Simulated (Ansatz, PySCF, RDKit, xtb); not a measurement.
**C3H4N2: which of the isomers drawn lies lowest?**

Which of a sample of isomers of C3H4N2 is the most stable in the gas at 298.15 K, and what are its properties? The sample is small against all isomers, and the most stable one of this formula need not be in it.

Plan: many cheap relaxations first (GFN2-xTB), then density-functional screening, relaxation at B3LYP/def2-SVP, vibrations and a final energy. The numbers are computed, not measured.

### 1 Drawing up candidates

Isomers were taken from a list of plausible structures; this is a sample, not all of them. That gives 9 candidates.

```csv
label,SMILES,spin
c015,N=C1C=NC1,singlet
c172,C/N=C\C#N,singlet
c213,CC(=N)C#N,singlet
c357,N#CCC=N,singlet
c416,C/N=C/C#N,singlet
c438,C=NCC#N,singlet
c915,C1=NC=NC1,singlet
c958,c1cn[nH]c1,singlet
c992,c1c[nH]cn1,singlet
```

Candidates are built by distance geometry, with a force field where one applies, in up to four conformers (letters a to d).

Q: Predict the outcome of this search (final energies at CCSD(T)/def2-SVP + MP2/def2-TZVPP - MP2/def2-SVP).

| quantity | value |
| --- | --- |
| lowest structure found | c1c[nH]cn1, singlet, Cs |
| next finalist | CC(=N)C#N, singlet, 10.6 kcal/mol higher in G |
| share at equilibrium, among the finalists | 100.0 % |
| harmonic wavenumbers, lowest and highest (B3LYP/def2-SVP) | 562 and 3647 cm⁻¹ |
| rotational constants, same geometry | 0.3247, 0.3124, 0.1592 cm⁻¹ |
| dipole moment (PBE0/def2-TZVPD) | 3.73 D |
| HOMO energy (PBE0/def2-TZVPD) | -6.70 eV |
| LUMO energy (PBE0/def2-TZVPD) | 0.13 eV |
| HOMO–LUMO gap (PBE0/def2-TZVPD) | 6.84 eV |
| lowest excitation (TD-PBE0/def2-SVPD) | 6.12 eV (f = 0.000) |
| strongest of the states computed, same level | 6.60 eV (f = 0.149) |
| lowest triplet excitation, same level, Tamm-Dancoff | 4.47 eV |
| vertical ionisation energy | 8.88 eV |
| vertical electron affinity | -1.06 eV (unbound: the value depends on the basis) |
| vertical triplet less singlet | +4.44 eV |

The lowest structure found is `c1c[nH]cn1`. Among the finalists first place is clear (10.6 kcal/mol); structures outside the list aren't covered. GFN2-xTB, HF/STO-3G, r2SCAN-D4/def2-SVP, B3LYP/def2-SVP, HF/def2-SVP and MP2/def2-SVP already put its bonding pattern lowest among the structures in one piece. A measured dipole moment is 3.667 D (NIST CCCBDB Release 22 (SRD 101), experimental dipoles). The calculated dipole moment of 3.73 D is off by +0.06 D. Measured heats of formation are 132.9 kJ/mol (298.15 K; CRC Handbook of Chemistry and Physics) for c992a and 179.4 kJ/mol (298.15 K; CRC Handbook of Chemistry and Physics) for c958a: a difference of +46.5 kJ/mol, against +45.2 calculated. Lowest found is not proven lowest: the search is finite, and each finalist counts with one conformer. Only 9 drawn patterns were tried, so whole families of isomers are missing, and the result ranks this sample alone.
